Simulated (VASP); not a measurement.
# TiB₂: self-consistent run, by functional and exact exchange

TiB₂, P6/mmm (no. 191), 3 atoms in the cell.

| Functional | Exact exchange | Pressure (GPa) | Gap on the mesh (eV) | Time (s) |
|---|---|---|---|---|
| B3PW91 | 0.2 | -3.83 | 0.000 | 62 |
| B97-2 | 0.21 | -5.47 | 0.000 | 64 |
| APBE0 | 0.25 | -4.44 | 0.000 | 68 |
| HSE06 | 0.25 | -5.38 | 0.000 | 63 |
| HSE12s | 0.425 | -6.99 | 0.000 | 75 |
| mPW1K | 0.428 | -8.98 | 0.000 | 68 |
| BHandHLYP | 0.5 | -5.40 | 0.000 | 69 |
| PBE50 | 0.5 | -10.75 | 0.000 | 75 |

Limits: the k mesh is coarse, so the gap and the pressure can be far off.

## Input of the first row

INCAR.step1:
```
ALGO = Normal
EDIFF = 1E-5
ENCUT = 450
GGA = PE
ISIF = 2
ISMEAR = 0
LASPH = T
LCHARG = F
LREAL = F
LWAVE = T
NELM = 100
PREC = Accurate
SIGMA = 0.02
```

INCAR.step2:
```
AEXX = 0.2
ALGO = Normal
EDIFF = 1E-6
ENCUT = 450
GGA = LIBXC
ISIF = 2
ISMEAR = 0
ISTART = 1
LASPH = T
LCHARG = F
LHFCALC = T
LIBXC1 = HYB_GGA_XC_B3PW91
LREAL = F
LWAVE = F
NELM = 100
PREC = Accurate
PRECFOCK = Fast
SIGMA = 0.02
```

KPOINTS:
```
k-points
0
Gamma
  4 4 4
```

POSCAR:
```
TiB2
1.0
    3.0292000000      0.0000000000      0.0000000000
   -1.5146000000      2.6233641531      0.0000000000
    0.0000000000      0.0000000000      3.2284000000
Ti B
1 2
Direct
    0.0000000000      0.0000000000      0.0000000000
    0.6666666667      0.3333333333      0.5000000000
    0.3333333333      0.6666666667      0.5000000000
```

Commands (each step's output is kept before the next begins):
```
cat potpaw_PBE.64/Ti_sv/POTCAR potpaw_PBE.64/B/POTCAR > POTCAR
cp INCAR.step1 INCAR
mpirun -np 1 vasp_std > vasp.out
cp INCAR.step2 INCAR
mpirun -np 1 vasp_std > vasp.out
```

Changes of the last row against the first:
```
(step 2)
- AEXX = 0.2
- LIBXC1 = HYB_GGA_XC_B3PW91
+ AEXX = 0.5
+ LIBXC1 = HYB_GGA_XC_PBE50
```

VASP 6.6.1 took 62 s on 1 core (Intel Xeon 6975P-C (Granite Rapids)), a shared host.
